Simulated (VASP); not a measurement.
# VASP 6.6.1 run: LiCl

INCAR

```
NBANDS = 12
PREC = Accurate
LCHARG = .FALSE.
SIGMA = 0.5
LASPH = .FALSE.
ENCUT = 520
NELM = 120
LWAVE = .FALSE.
ISMEAR = 2
IBRION = -1
GGA = CA
LREAL = .FALSE.
EDIFF = 1E-7
NSW = 0
ISIF = 2
```

KPOINTS

```
KPOINTS created by Atomic Simulation Environment
0
Gamma
6 6 6
0 0 0
```

POSCAR

```
Li Cl
 1.0000000000000000
    -0.0036000000000000    2.4925999999999999    2.5091999999999999
     2.5129000000000001   -0.0991000000000000    2.6046999999999998
     2.4075000000000002    2.4826999999999999    0.0063000000000000
 Li  Cl
   1   1
Cartesian
  2.4343931200000002  4.7076587400000003  2.4270484000000003
  2.3120530500000003  2.2640301500000000  2.4733458300000000
```

The recommended LDA PAW datasets give the neutral cell 10 valence electrons.

Command

```
mpirun -np 1 vasp_std
```

OSZICAR

```
N       E                     dE             d eps       ncg     rms          rms(c)
DAV:   1     0.405886046636E+02    0.40589E+02   -0.42425E+03  2688   0.757E+02
DAV:   2    -0.483002716642E+01   -0.45419E+02   -0.43851E+02  3416   0.145E+02
DAV:   3    -0.805039698194E+01   -0.32204E+01   -0.32055E+01  4336   0.381E+01
DAV:   4    -0.812645175885E+01   -0.76055E-01   -0.76034E-01  3364   0.585E+00
DAV:   5    -0.812765400360E+01   -0.12022E-02   -0.12022E-02  3944   0.658E-01    0.248E+00
DAV:   6    -0.805285139211E+01    0.74803E-01   -0.13402E-01  3288   0.165E+00    0.170E+00
DAV:   7    -0.804388664325E+01    0.89647E-02   -0.38237E-02  4136   0.977E-01    0.850E-01
DAV:   8    -0.804367965245E+01    0.20699E-03   -0.31248E-03  3372   0.372E-01    0.143E-01
DAV:   9    -0.804364206156E+01    0.37591E-04   -0.19337E-04  3676   0.910E-02    0.311E-02
DAV:  10    -0.804365015464E+01   -0.80931E-05   -0.11339E-05  3272   0.240E-02    0.363E-03
DAV:  11    -0.804365028123E+01   -0.12659E-06   -0.18500E-06  3420   0.987E-03    0.498E-03
DAV:  12    -0.804365028503E+01   -0.38019E-08   -0.99822E-08  2248   0.239E-03
   1 F= -.80436503E+01 E0= -.80459292E+01  d E =0.911550E-02
```

From OUTCAR

```
k-points           NKPTS =    112   k-points in BZ     NKDIM =    112   number of bands    NBANDS=     12

   NELECT =      10.0000    total number of electrons

   dimension x,y,z NGX =    28 NGY =   28 NGZ =   28
   dimension x,y,z NGXF=    56 NGYF=   56 NGZF=   56

  energy-cutoff  :      520.00
  volume of cell :       31.87
      direct lattice vectors                 reciprocal lattice vectors
    -0.003600000  2.492600000  2.509200000    -0.202944182  0.196281300  0.203259458
     2.512900000 -0.099100000  2.604700000     0.194991692 -0.189564028  0.188589697
     2.407500000  2.482700000  0.006300000     0.211536772  0.198156619 -0.196542187

 k-points in reciprocal lattice and weights: KPOINTS created by Atomic Simulation Env
   0.00000000  0.00000000  0.00000000       0.005
   0.16666667 -0.00000000 -0.00000000       0.009
   0.33333333 -0.00000000 -0.00000000       0.009
   0.50000000  0.00000000 -0.00000000       0.005
  -0.00000000  0.16666667  0.00000000       0.009
   0.16666667  0.16666667 -0.00000000       0.009
   0.33333333  0.16666667 -0.00000000       0.009
   0.50000000  0.16666667 -0.00000000       0.009
   ...

 E-fermi :   1.1386

 k-point     1 :       0.0000    0.0000    0.0000
  band No.  band energies     occupation
      1     -41.4656      2.00000
      2     -12.6434      2.00000
      3       0.6226      2.09991
      4       1.0041      1.53852
      5       1.0547      1.34762
      6       7.1818      0.00000
      7      11.8974      0.00000
      8      12.6682      0.00000
      9      13.1986      0.00000
     10      15.0391      0.00000
     11      15.2751      0.00000
     12      15.4058      0.00000

 k-point     2 :       0.1667   -0.0000   -0.0000
  band No.  band energies     occupation
      1     -41.4644      2.00000
      2     -12.4862      2.00000
      3      -0.0235      1.99337
      4       0.6435      2.10259
      5       0.9103      1.82580
      6       7.8395      0.00000
      7      11.5812      0.00000
      8      11.7944      0.00000
      9      12.6613      0.00000
     10      13.7068      0.00000
     11      14.3337      0.00000
     12      16.1672      0.00000

 k-point     3 :       0.3333   -0.0000   -0.0000
  band No.  band energies     occupation
      1     -41.4620      2.00000
      2     -12.1384      2.00000
      3      -1.5489      2.00000
      4       0.4931      2.05821
      5       0.7388      2.08234
      6       7.6542      0.00000
      7      10.2964      0.00000
      8      11.0540      0.00000
      9      12.7510      0.00000
     10      15.5799      0.00000
     11      16.4415      0.00000
     12      17.0480      0.00000

 k-point     4 :       0.5000    0.0000   -0.0000
  band No.  band energies     occupation
      1     -41.4608      2.00000
      2     -11.9438      2.00000
      3      -2.2237      2.00000
      4       0.4315      2.03545
      5       0.6629      2.10322
      6       7.2768      0.00000
      7       9.7345      0.00000
      8      10.4838      0.00000
      9      14.1520      0.00000
     10      17.3920      0.00000
     11      18.1199      0.00000
     12      18.7363      0.00000

 ...

  Total        0.2753554     -0.3140077     -0.4454118      0.2355436      0.1589752     -0.1900102
  in kB       13.8438496    -15.7871438    -22.3936567     11.8422630      7.9926870     -9.5530101
  external PRESSURE =      -8.1123170 kB  Pullay stress =       0.0000000 kB

 POSITION                                       TOTAL-FORCE (eV/Angst)
 -----------------------------------------------------------------------------------
      2.43439      4.70766      2.42705        -0.294939      0.058707      0.000399
      2.31205      2.26403      2.47335         0.294939     -0.058707     -0.000399
 -----------------------------------------------------------------------------------
    total drift:                                0.000345      0.000149     -0.000152

  FREE ENERGIE OF THE ION-ELECTRON SYSTEM (eV)
  ---------------------------------------------------
  free  energy   TOTEN  =        -8.0436502850 eV

  energy  without entropy=       -8.0527657886  energy(sigma->0) =       -8.04592916
```

It converged. Results: gap between bands v and c on the k mesh 6.13 eV; least direct gap on the k mesh 6.13 eV; pressure -0.8 GPa; largest force 0.30 eV/Å. Band v is the last that the valence electrons fill when counted band by band, and c is the next.

For comparison, a separate LDA run of the intended cell, on usual settings and not on those above, gives a gap of 6.12 eV on its mesh and a pressure of -0.8 GPa.

The run above took about 16 s on one core of a shared host (Intel Xeon 6975P-C) and held 0.16 GiB at most.
